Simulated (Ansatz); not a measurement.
# InP: phonons and Grüneisen parameters

Aim: phonons by finite displacements on a 2×2×2 mesh of wavevectors, at three volumes, and the mode Grüneisen parameters. Runs: reference run (LAPW); volume scaled by 0.970 (LAPW); volume scaled by 1.030 (LAPW); mode Grüneisen parameters (LAPW). Companion runs by PAW are cited.

The COD entry's cell or inner coordinates are ideal or old and differ from later refinements, so a difference from it is no clean test against experiment.

Program: Ansatz 0.2.0. Level of theory: DFT LDA, all-electron LAPW, scalar-relativistic unless said. These are calculated values, not measurements.

2 further runs of the same task are left out: 2 that didn't finish.

## Step 1: The starting structure

Symmetry: F-43m, No. 216, cubic system. Conventional cell: a = 5.827 Å, b = 5.827 Å, c = 5.827 Å, α = 90.00°, β = 90.00°, γ = 90.00°. In (site symmetry -43m) is surrounded by 4 P at 2.52 Å. Around P (site symmetry -43m) lie 4 In at 2.52 Å.

As a file:

```xyz
2
Lattice="0.0000 2.9137 2.9137 2.9137 0.0000 2.9137 2.9137 2.9137 0.0000" Properties=species:S:1:pos:R:3 pbc="T T T"
In    0.0000    0.0000    0.0000
P     4.3705    4.3705    4.3705
```

Cartesian axes are those of the input's lattice vectors. The structure goes back to a database entry.

## Step 2: Reference run, LAPW

Input file input.yaml:

```yaml
crystal:
  lattice:
    - [0.0, 2.91365939184, 2.91365939184]
    - [2.91365939184, 0.0, 2.91365939184]
    - [2.91365939184, 2.91365939184, 0.0]
  atoms:
    - { symbol: In, position: [0.0, 0.0, 0.0] }
    - { symbol: P, position: [0.75, 0.75, 0.75] }
kpoints:
  mp_grid: { grid: [8, 8, 8] }
scf:
  occupations: { method: fixed }
hamiltonian:
  xc: lda
  pseudopotentials: { kind: all_electron, lapw: { basis_error: 0.0005 } }
phonons:
  qmesh: [2, 2, 2]
  qpath:
    path:
      - [0.0, 0.0, 0.0]
      - [-0.5, -0.5, 0.0]
      - [-0.375, -0.375, 0.25]
      - [-0.375, 0.0, 0.375]
      - [0.0, 0.0, 0.0]
      - [0.0, 0.0, 0.5]
      - [-0.5, -0.25, 0.25]
      - [-0.5, -0.5, 0.0]
    npoints: 6
  temperatures: { t_min: 0, t_max: 1000, t_step: 100 }
```

Launch:

```sh
$ ansatz run input.yaml --threads 2 --pin off --max-ram 5120MiB --backend cpu --events-out ev --progress --plain --runs-dir out
```

Standard output:

```text
LAPW: plane waves up to 8.771 Å⁻¹, error target 5.0e-4 eV per atom; small_component_spin mean_spin; P in spheres of 1.078 Å, 13 of its electrons in bands, Dirac shells []; In in spheres of 1.369 Å, 21 of its electrons in bands, Dirac shells [] (how accurate: hamiltonian.pseudopotentials.lapw.basis_error, Limitations)
Engine: ansatz 0.2.0
Pseudopotentials: kind: all_electron
Pseudopotential: In, LAPW, valence charge 21, lapw/all_electron/scalar/gaussian/In, Koelling and Harmon's equation, gaussian nucleus
Pseudopotential: P, LAPW, valence charge 13, lapw/all_electron/scalar/gaussian/P, Koelling and Harmon's equation, gaussian nucleus
Functional definition: SPW92
  exchange = slater_x
  correlation = pw_c
davidson cushion auto → on  (no smearing: the cushion is to keep the highest requested band from converging to the state above it; pin scf.eigensolver.cushion to override)
Crystal: 4 atoms, lattice volume = 98.941 Å³
Basis set: ecut = 293.11732115888066 eV, 1125 PW (Γ), FFT grids on a1, a2, −a1+a2+a3, exchange–correlation at level 2
Bands: 41, of which v1, the nominal top of the filled ones, is band 34 counted from 1 (33 counted from 0)
Symmetry: 16 space group operations
k-points: 39 of 256 (time reversal used)
Non-local potential: In, projectors of the file, none
Non-local potential: P, projectors of the file, none
Initial density: superposition of atomic densities (chi_scale 0.1, normalization cell, long waves kept (reshape's long-wave potential 0.00 eV rms))
Initial wavefunctions: plane waves of lowest kinetic energy (no species holds an atomic orbital)
Functional: x = slater, c = lda
iter 1 solved again at ethr=3.41e-3 eV; its pass at ethr=1.00e-1 eV (dr2=2.32e0 eV) is discarded
SCF iter   1: F=—  HF=-338371.301632 eV  |F-HF|=—  |Δ(HF+E_count)|=         —  Δρ=3.62e-2  dr2=2.32e0  ethr=3.41e-3  ⟨swp⟩=2.0  Hψ=10691  notcnv=0
preconditioner: auto → Resta (q_TF=auto, 2.563 Å⁻¹)  ε∞=3.6  [insulator: Δε(μ)=1.027 eV  Ē_g=13.921 eV  n_scr=28 (ndim 8)  ℏωp=22.4 eV  f_vac=0.033  ε∞_Penn≈3.6]
SCF iter   2: F=—  HF=-338370.562414 eV  |F-HF|=—  |Δ(HF+E_count)|=   7.39e-1  Δρ=1.67e-2  dr2=4.07e-1  ethr=3.41e-3  ⟨swp⟩=2.5  Hψ=4745  notcnv=0
SCF iter   3: F=—  HF=-338370.453965 eV  |F-HF|=—  |Δ(HF+E_count)|=   1.08e-1  Δρ=6.93e-3  dr2=6.94e-2  ethr=5.99e-4  ⟨swp⟩=2.4  Hψ=4742  notcnv=0
iter 4 solved again at ethr=8.56e-6 eV; its pass at ethr=1.02e-4 eV (dr2=5.82e-3 eV) is discarded
SCF iter   4: F=—  HF=-338370.438597 eV  |F-HF|=—  |Δ(HF+E_count)|=         —  Δρ=1.93e-3  dr2=5.80e-3  ethr=8.56e-6  ⟨swp⟩=2.0  Hψ=8400  notcnv=0
the basis was enlarged: its passes take 319.2 KiB over the memory plan, 2 of 2 planned eigensolver slots
SCF iter   5: F=—  HF=-338370.435417 eV  |F-HF|=—  |Δ(HF+E_count)|=   3.18e-3  Δρ=6.10e-4  dr2=4.86e-4  ethr=8.53e-6  ⟨swp⟩=2.5  Hψ=4747  notcnv=0
SCF iter   6: F=—  HF=-338370.435568 eV  |F-HF|=—  |Δ(HF+E_count)|=   1.51e-4  Δρ=1.67e-4  dr2=3.74e-5  ethr=7.15e-7  ⟨swp⟩=3.0  Hψ=4896  notcnv=0
SCF iter   7: F=—  HF=-338370.435582 eV  |F-HF|=—  |Δ(HF+E_count)|=   1.35e-5  Δρ=2.54e-5  dr2=7.84e-7  ethr=5.49e-8  ⟨swp⟩=3.0  Hψ=5147  notcnv=0
SCF iter   8: F=—  HF=-338370.435582 eV  |F-HF|=—  |Δ(HF+E_count)|=   3.78e-7  Δρ=5.19e-6  dr2=3.94e-8  ethr=1.15e-9  ⟨swp⟩=3.1  Hψ=5068  notcnv=0
[... 2 lines left out ...]
SCF 1 converged in 10 iterations: F = -338370.435582 eV  dr2 = 1.55e-10
Symmetry: 1 space group operations
k-points: 132 of 256 (time reversal used)
Initial density: handed on by an earlier stage of this run
Initial wavefunctions: plane waves of lowest kinetic energy (no species holds an atomic orbital; no wavefunctions were taken with the density)
[... 2 lines left out ...]
preconditioner: auto → Resta (q_TF=auto, 2.563 Å⁻¹)  ε∞=3.4  [insulator: Δε(μ)=0.562 eV  Ē_g=14.331 eV  n_scr=28 (ndim 8)  ℏωp=22.4 eV  f_vac=0.128  ε∞_Penn≈3.4]
[... 7 lines left out ...]
SCF 2 converged in 7 iterations: F = -338370.435139 eV  dr2 = 1.34e-10
[... 2 lines left out ...]
preconditioner: auto → Resta (q_TF=auto, 2.563 Å⁻¹)  ε∞=3.4  [insulator: Δε(μ)=0.563 eV  Ē_g=14.331 eV  n_scr=28 (ndim 8)  ℏωp=22.4 eV  f_vac=0.128  ε∞_Penn≈3.4]
[... 7 lines left out ...]
SCF 3 converged in 7 iterations: F = -338370.435107 eV  dr2 = 1.50e-10
Basis set: ecut = 293.11732115888066 eV, 1105 PW (Γ), FFT grids on a1, a2, −a2+a3, exchange–correlation at level 2
Symmetry: 12 space group operations
k-points: 35 of 256 (time reversal used)
[... 2 lines left out ...]
preconditioner: auto → Resta (q_TF=auto, 2.563 Å⁻¹)  ε∞=3.6  [insulator: Δε(μ)=1.027 eV  Ē_g=13.908 eV  n_scr=28 (ndim 8)  ℏωp=22.4 eV  f_vac=0.032  ε∞_Penn≈3.6]
[... 4 lines left out ...]
the basis was enlarged: its passes take 319.2 KiB over the memory plan, 2 of 2 planned eigensolver slots
[... 6 lines left out ...]
SCF 4 converged in 10 iterations: F = -338370.435582 eV  dr2 = 1.59e-10
Symmetry: 2 space group operations
k-points: 78 of 256 (time reversal used)
[... 2 lines left out ...]
preconditioner: auto → Resta (q_TF=auto, 2.563 Å⁻¹)  ε∞=3.4  [insulator: Δε(μ)=0.562 eV  Ē_g=14.320 eV  n_scr=28 (ndim 8)  ℏωp=22.4 eV  f_vac=0.125  ε∞_Penn≈3.4]
[... 7 lines left out ...]
SCF 5 converged in 7 iterations: F = -338370.435139 eV  dr2 = 1.99e-10
[... 2 lines left out ...]
preconditioner: auto → Resta (q_TF=auto, 2.563 Å⁻¹)  ε∞=3.4  [insulator: Δε(μ)=0.563 eV  Ē_g=14.321 eV  n_scr=28 (ndim 8)  ℏωp=22.4 eV  f_vac=0.125  ε∞_Penn≈3.4]
[... 7 lines left out ...]
SCF 6 converged in 7 iterations: F = -338370.435139 eV  dr2 = 1.97e-10
[... 8 lines left out ...]
SCF iter   7: F=-338370.435121 eV  HF=-338370.435121 eV  |F-HF|=0.00e0  |Δ(HF+E_count)|=   2.56e-9  Δρ=3.87e-7  dr2=1.80e-10  ethr=4.34e-12 (applied; sched 1.87e-12)  ⟨swp⟩=2.8  Hψ=9505  notcnv=0
SCF 7 converged in 7 iterations: F = -338370.435121 eV  dr2 = 1.80e-10
iter 1 solved again at ethr=4.15e-7 eV; its pass at ethr=1.00e-1 eV (dr2=2.82e-4 eV) is discarded
SCF iter   1: F=—  HF=-338370.435206 eV  |F-HF|=—  |Δ(HF+E_count)|=         —  Δρ=3.56e-4  dr2=2.65e-4  ethr=4.15e-7  ⟨swp⟩=5.1  Hψ=27045  notcnv=0
preconditioner: auto → Resta (q_TF=auto, 2.563 Å⁻¹)  ε∞=3.4  [insulator: Δε(μ)=0.563 eV  Ē_g=14.320 eV  n_scr=28 (ndim 8)  ℏωp=22.4 eV  f_vac=0.125  ε∞_Penn≈3.4]
SCF iter   2: F=—  HF=-338370.435135 eV  |F-HF|=—  |Δ(HF+E_count)|=   7.12e-5  Δρ=1.71e-4  dr2=4.65e-5  ethr=3.90e-7  ⟨swp⟩=3.0  Hψ=9715  notcnv=0
iter 3 solved again at ethr=4.13e-9 eV; its pass at ethr=6.84e-8 eV (dr2=2.81e-6 eV) is discarded
SCF iter   3: F=—  HF=-338370.435122 eV  |F-HF|=—  |Δ(HF+E_count)|=   1.36e-5  Δρ=4.78e-5  dr2=2.81e-6  ethr=4.13e-9  ⟨swp⟩=2.0  Hψ=17284  notcnv=0
SCF iter   4: F=—  HF=-338370.435121 eV  |F-HF|=—  |Δ(HF+E_count)|=   5.36e-7  Δρ=1.06e-5  dr2=1.71e-7  ethr=4.13e-9  ⟨swp⟩=3.0  Hψ=9729  notcnv=0
SCF iter   5: F=—  HF=-338370.435121 eV  |F-HF|=—  |Δ(HF+E_count)|=   1.92e-8  Δρ=2.99e-6  dr2=1.05e-8  ethr=2.51e-10  ⟨swp⟩=3.0  Hψ=9713  notcnv=0
SCF iter   6: F=—  HF=-338370.435121 eV  |F-HF|=—  |Δ(HF+E_count)|=   4.13e-9  Δρ=1.01e-6  dr2=1.49e-9  ethr=1.55e-11  ⟨swp⟩=3.0  Hψ=9873  notcnv=0
SCF iter   7: F=-338370.435121 eV  HF=-338370.435121 eV  |F-HF|=1.16e-10  |Δ(HF+E_count)|=   3.32e-9  Δρ=3.98e-7  dr2=1.89e-10  ethr=4.41e-12 (applied; sched 2.19e-12)  ⟨swp⟩=3.0  Hψ=9622  notcnv=0
SCF 8 converged in 7 iterations: F = -338370.435121 eV  dr2 = 1.89e-10
SCF converged after 10 iterations
Free energy (F): -338370.435582 eV
Harris-Foulkes:  -338370.435582 eV  (|F-HF|=1.16e-10)
Internal energy: -338370.435582 eV  (E = F + TS)
E sigma→0 (E₀):  -338370.435582 eV
Fermi energy:    9.109589 eV
--- Per-component energies (eV) ---
  E_band       = -3160.588649
  E_kinetic    = 354197.786821
  E_xc         = -9623.931162
  E_electrostatic = -682944.291241  (all electrons and nuclei)
  E_smearing   = -0.000000  (= −TS)
  E_closure    = 0.000000  (closes the sum)
  E_atoms      = -338351.133161  (free atoms, spherical and without spin; not in F)
  Σ components = -338370.435582   (vs F -338370.435582, Δ=0.00e0)
  Basis errors (estimates in eV, not in F): energy 2.1e-4 per atom: plane waves 1.9e-4 (1.2e-4 summed), levels above the bands 0.0e0, relativity 4.5e-9, radial functions 1.8e-5, core shells 2.6e-7; eigenvalues (radial functions only) 2.1e-7; not estimated: angular momenta, meshes, grids; target (lapw.basis_error) 5.0e-4; muffin-tin radii P 1.078 Å, In 1.369 Å
--- Forces (eV/Å), atoms counted from 1 ---
  atom   1  In     0.00000000    -0.00000000    -0.00000000
  atom   2  P      0.00000000     0.00000000     0.00000000
  atom   3  In     0.00000000    -0.00000000    -0.00000000
  atom   4  P      0.00000000     0.00000000     0.00000000
  max |Σ_I F_I| component: 2.08e-17 eV/Å
--- Band table (eV; the first three rows and the last of 39) ---
  k-point 0: bands = ["-157.6398", "-157.6398", "-108.9836", "-108.9836", "-108.9836", "-108.9836", "-108.9836", "-108.9836", "-105.5544", "-105.5544", "-64.1552", "-64.1551", "-64.1551", "-64.1550", "-64.1550", "-64.1550", "-5.2986", "-5.1004", "-5.1004", "-5.1004", "-4.9928", "-4.9876", "-4.9876", "-4.9356", "-4.9356", "-4.8976", "-2.5697", "-0.0661", "3.1578", "6.6921", "6.6921", "9.1096", "9.1096", "9.1096", "9.6831", "10.6809", "11.2238", "13.0667", "13.0667", "13.0667", "17.4589"]
  k-point 1: bands = ["-157.6398", "-157.6398", "-108.9836", "-108.9836", "-108.9836", "-108.9836", "-108.9836", "-108.9836", "-105.5544", "-105.5544", "-64.1552", "-64.1551", "-64.1551", "-64.1550", "-64.1550", "-64.1550", "-5.2744", "-5.1361", "-5.0845", "-5.0845", "-5.0048", "-5.0048", "-4.9833", "-4.9423", "-4.9300", "-4.9032", "-2.3234", "-0.6779", "4.0138", "6.9406", "6.9406", "7.4978", "8.5639", "8.5639", "10.8310", "11.2202", "11.6019", "12.3974", "13.8230", "13.8230", "16.8186"]
  k-point 2: bands = ["-157.6398", "-157.6398", "-108.9836", "-108.9836", "-108.9836", "-108.9836", "-108.9836", "-108.9836", "-105.5544", "-105.5544", "-64.1551", "-64.1551", "-64.1550", "-64.1550", "-64.1550", "-64.1550", "-5.2106", "-5.2106", "-5.0454", "-5.0454", "-5.0454", "-5.0454", "-4.9616", "-4.9616", "-4.9166", "-4.9166", "-1.6358", "-1.6358", "5.6753", "5.6753", "7.6332", "7.6332", "7.6332", "7.6332", "11.4153", "11.4153", "12.1380", "12.1380", "15.4085", "15.4085", "15.4085"]
  k-point 38: bands = ["-157.6398", "-157.6398", "-108.9836", "-108.9836", "-108.9836", "-108.9836", "-108.9836", "-108.9836", "-105.5544", "-105.5544", "-64.1552", "-64.1552", "-64.1551", "-64.1551", "-64.1551", "-64.1551", "-5.2626", "-5.2626", "-5.0363", "-5.0363", "-4.9969", "-4.9969", "-4.9589", "-4.9589", "-4.9196", "-4.9196", "0.0231", "0.0231", "3.3095", "3.3095", "6.0323", "6.0323", "6.0557", "6.0557", "13.2907", "13.2907", "13.4435", "13.4435", "14.5555", "14.5555", "15.1535"]
--- Phonons: 6 displaced members + 2 references (amplitude of the first 0.01 Å, Σ member SCF iterations 42) ---
  ASR residual: 3.703e-4 → 0.000e0 eV/Å²; symmetrization residual: 1.187e-4 eV/Å²
  largest component of a force at the reference: 1.0e-17 eV/Å
  ASR residual per site (eV/Å²): 6.07e-5 3.70e-4
  Γ frequencies (cm⁻¹): 0.00 0.00 0.00 303.53 303.53 303.53
--- Phonons (by wavevector): 3 wavevectors in 2 supercells ---
  supercell 1 (2 cells, vectors [1, 0, 0], [0, 1, -1], [0, 0, 2] in multiples of the cell's): 2 displaced members by 0.01 Å; free energy -338370.435582 eV; taken off its force constants: by the sum rule 3.7e-4, by the symmetrisation 5.7e-5 eV/Å²
  symmetry images taken by strict's conditions (phonons.symmetry_images: auto; settled by no image being taken that strict refuses)
  supercell 2 (2 cells, vectors [1, 0, 0], [0, 1, 0], [0, 0, 2] in multiples of the cell's): 4 displaced members by 0.01 Å; free energy -338370.435582 eV; taken off its force constants: by the sum rule 2.2e-4, by the symmetrisation 1.2e-4 eV/Å²; Γ matrix within 1.1e-3 eV/Å² of supercell 1's
  symmetry images taken by strict's conditions (phonons.symmetry_images: auto; settled by no image being taken that strict refuses)
  q = [0.0000, 0.0000, 0.0000] (star 1, supercell 1; hermiticity 0.00e0, symmetrization 5.07e-5): -0.00 0.00 0.00 303.53 303.53 303.53
  q = [0.0000, 0.0000, -0.5000] (star 4, supercell 2; hermiticity 1.68e-16, symmetrization 5.78e-16): 52.43 52.43 164.33 310.53 310.53 331.28
  q = [0.0000, -0.5000, -0.5000] (star 3, supercell 1; hermiticity 9.35e-17, symmetrization 3.28e-16): 65.51 65.51 178.04 319.80 319.80 324.66
  joined force constants: q→R imaginary residual 4.90e-17
  density of states and harmonic sums: on the 18×18×18 q-mesh, interpolated from the force constants of a 2×2×2 supercell (no non-analytic term)
  largest difference from the sums on the solved wave vectors: F 6.65e-2 eV, S 9.88e-5 and C_V 3.23e-5 eV/K
  zero-point energy: 0.076325 eV/cell   skipped modes (ω ≤ 0): 3   left out of the sums: 8.57e-5 of the cell's modes: C_V's classical limit lies that fraction below 3 k_B per atom; for a crystal, a wire or a layer, F and S can be off by more, and a phonons.interpolated_qmesh denser along its periods is the remedy for the sampling
```

It took 10 min on 2 threads of Arm Neoverse V1, shared host; peak memory 1.2 GiB.

Wavenumbers in cm⁻¹ (negative: unstable):

```
q                              modes
Γ      0.0 0.0 0.0 303.5 303.5 303.5
L  52.4 52.4 164.3 310.5 310.5 331.3
X  65.5 65.5 178.0 319.8 319.8 324.7
```

```
T (K)  F (eV/cell)  S (k_B/atom)  C_V (k_B/atom)
    0       0.0763          0.00            0.00
  100       0.0657          1.44            1.60
  200       0.0282          2.85            2.42
  300      -0.0304          3.90            2.71
  400      -0.1047          4.70            2.83
  500      -0.1913          5.33            2.89
  600      -0.2880          5.86            2.92
  700      -0.3930          6.32            2.94
  800      -0.5053          6.71            2.96
  900      -0.6240          7.06            2.96
 1000      -0.7484          7.37            2.97
```

## Step 3: Volume scaled by 0.970, LAPW

Changes to input.yaml since step 2:

```diff
@@ -2,5 +2,5 @@
   lattice:
-    - [0.0, 2.91365939184, 2.91365939184]
-    - [2.91365939184, 0.0, 2.91365939184]
-    - [2.91365939184, 2.91365939184, 0.0]
+    - [0.0, 2.88422647658, 2.88422647658]
+    - [2.88422647658, 0.0, 2.88422647658]
+    - [2.88422647658, 2.88422647658, 0.0]
   atoms:
```

Launch:

```sh
$ ansatz run input.yaml --threads 2 --pin off --max-ram 5120MiB --backend cpu --events-out ev --progress --plain --runs-dir out
```

Standard output, shortened:

```text
LAPW: plane waves up to 8.887 Å⁻¹, error target 5.0e-4 eV per atom; small_component_spin mean_spin; P in spheres of 1.069 Å, 13 of its electrons in bands, Dirac shells []; In in spheres of 1.354 Å, 21 of its electrons in bands, Dirac shells [] (how accurate: [...]
[... 4 set-up lines as earlier in the session ...]
[...]
davidson cushion auto → on  (no smearing: the cushion is to keep the highest requested band from converging to the state above it; pin scf.eigensolver.cushion to override)
Crystal: 4 atoms, lattice volume = 95.973 Å³
[...]
  symmetry images taken by strict's conditions (phonons.symmetry_images: auto; settled by no image being taken that strict refuses)
  q = [0.0000, 0.0000, 0.0000] (star 1, supercell 1; hermiticity 0.00e0, symmetrization 5.23e-5): -0.00 0.00 0.00 315.84 315.84 315.84
  q = [0.0000, 0.0000, -0.5000] (star 4, supercell 2; hermiticity 1.68e-16, symmetrization 3.78e-16): 49.06 49.06 168.47 324.19 324.19 345.18
  q = [0.0000, -0.5000, -0.5000] (star 3, supercell 1; hermiticity 9.44e-17, symmetrization 4.59e-16): 61.32 61.32 183.85 334.47 334.47 337.53
  joined force constants: q→R imaginary residual 5.16e-17
  density of states and harmonic sums: on the 20×20×20 q-mesh, interpolated from the force constants of a 2×2×2 supercell (no non-analytic term)
  largest difference from the sums on the solved wave vectors: F 6.34e-2 eV, S 9.57e-5 and C_V 3.23e-5 eV/K
[...]
```

Run time: 10 min. Hardware: 2 threads of Arm Neoverse V1, shared host; peak memory 1.2 GiB.

Wavenumbers in cm⁻¹ (negative: unstable):

```
q                              modes
Γ      0.0 0.0 0.0 315.8 315.8 315.8
L  49.1 49.1 168.5 324.2 324.2 345.2
X  61.3 61.3 183.8 334.5 334.5 337.5
```

## Step 4: Volume scaled by 1.030, LAPW

Changes to input.yaml since step 3:

```diff
@@ -2,5 +2,5 @@
   lattice:
-    - [0.0, 2.88422647658, 2.88422647658]
-    - [2.88422647658, 0.0, 2.88422647658]
-    - [2.88422647658, 2.88422647658, 0.0]
+    - [0.0, 2.94250938089, 2.94250938089]
+    - [2.94250938089, 0.0, 2.94250938089]
+    - [2.94250938089, 2.94250938089, 0.0]
   atoms:
```

Launch:

```sh
$ ansatz run input.yaml --threads 2 --pin off --max-ram 5120MiB --backend cpu --events-out ev --progress --plain --runs-dir out
```

Standard output, shortened:

```text
LAPW: plane waves up to 8.660 Å⁻¹, error target 5.0e-4 eV per atom; small_component_spin mean_spin; P in spheres of 1.087 Å, 13 of its electrons in bands, Dirac shells []; In in spheres of 1.384 Å, 21 of its electrons in bands, Dirac shells [] (how accurate: [...]
[... 4 set-up lines as earlier in the session ...]
[...]
davidson cushion auto → on  (no smearing: the cushion is to keep the highest requested band from converging to the state above it; pin scf.eigensolver.cushion to override)
Crystal: 4 atoms, lattice volume = 101.909 Å³
[...]
  symmetry images taken by strict's conditions (phonons.symmetry_images: auto; settled by no image being taken that strict refuses)
  q = [0.0000, 0.0000, 0.0000] (star 1, supercell 1; hermiticity 0.00e0, symmetrization 4.94e-5): 0.00 0.00 0.00 291.92 291.92 291.92
  q = [0.0000, 0.0000, -0.5000] (star 4, supercell 2; hermiticity 1.68e-16, symmetrization 4.16e-16): 55.00 55.00 160.17 297.65 297.65 318.25
  q = [0.0000, -0.5000, -0.5000] (star 3, supercell 1; hermiticity 9.26e-17, symmetrization 3.52e-16): 68.50 68.50 172.53 305.98 305.98 312.47
  joined force constants: q→R imaginary residual 4.64e-17
  density of states and harmonic sums: on the 18×18×18 q-mesh, interpolated from the force constants of a 2×2×2 supercell (no non-analytic term)
  largest difference from the sums on the solved wave vectors: F 6.90e-2 eV, S 1.01e-4 and C_V 3.23e-5 eV/K
[...]
```

Wall time 9.9 min (2 threads of Arm Neoverse V1, shared host); peak memory 1.2 GiB.

Wavenumbers in cm⁻¹ (negative: unstable):

```
q                              modes
Γ      0.0 0.0 0.0 291.9 291.9 291.9
L  55.0 55.0 160.2 297.6 297.6 318.2
X  68.5 68.5 172.5 306.0 306.0 312.5
```

## Step 5: Mode Grüneisen parameters, LAPW

These follow from the three phonon runs above, mode by mode: γ = −d ln ω / d ln V.

```
q  wavenumber (cm⁻¹)      γ
Γ           303.5 ×3   1.31
L            52.4 ×2  -1.87
L              164.3   0.84
L           310.5 ×2   1.43
L              331.3   1.36
X            65.5 ×2  -1.80
X              178.0   1.06
X           319.8 ×2   1.49
X              324.7   1.29
```

## Step 6: All runs together

PAW rows come from companion runs at the same settings.

| run | volume (Å³/atom) | lowest on the mesh (cm⁻¹) | highest on the mesh, without the LO shift (cm⁻¹) | zero-point energy (meV/atom) |
| --- | --- | --- | --- | --- |
| reference run, LAPW | 24.735 | 0.0 | 331.3 | 38.2 |
| volume scaled by 0.970, LAPW | 23.993 | 0.0 | 345.2 | 39.4 |
| volume scaled by 1.030, LAPW | 25.477 | 0.0 | 318.2 | 36.9 |
| reference run, PAW | 24.735 | 0.0 | 331.4 | 38.3 |
| volume scaled by 0.970, PAW | 23.993 | 0.0 | 345.3 | 39.6 |
| volume scaled by 1.030, PAW | 25.477 | 0.0 | 318.4 | 37.1 |
| linear response at the zone centre with the field response, PAW | 24.735 | 0.0 | 303.7 | – |

Optical modes at Γ (point group -43m), without the LO shift:

```
 cm⁻¹  modes  symmetry           active in  moves most
303.5      3        T2  infrared and Raman           P
```

## Step 7: Results

| quantity | value |
| --- | --- |
| highest mode on the mesh, without the LO shift (LAPW) | 331 cm⁻¹ |
| optical modes at Γ | 304 (T2) cm⁻¹ |
| mean Grüneisen parameter at 300 K (LAPW) | 0.21 |

No mode on the mesh is unstable; the highest lies at 331 cm⁻¹ by LAPW. Weighted by heat capacity at 300 K the mean Grüneisen parameter of the sampled modes is 0.21, which points to expansion on heating. Some modes have negative γ and soften under compression. PAW differs from LAPW by at most 0.2 cm⁻¹. Each set of modes is computed in the harmonic approximation.
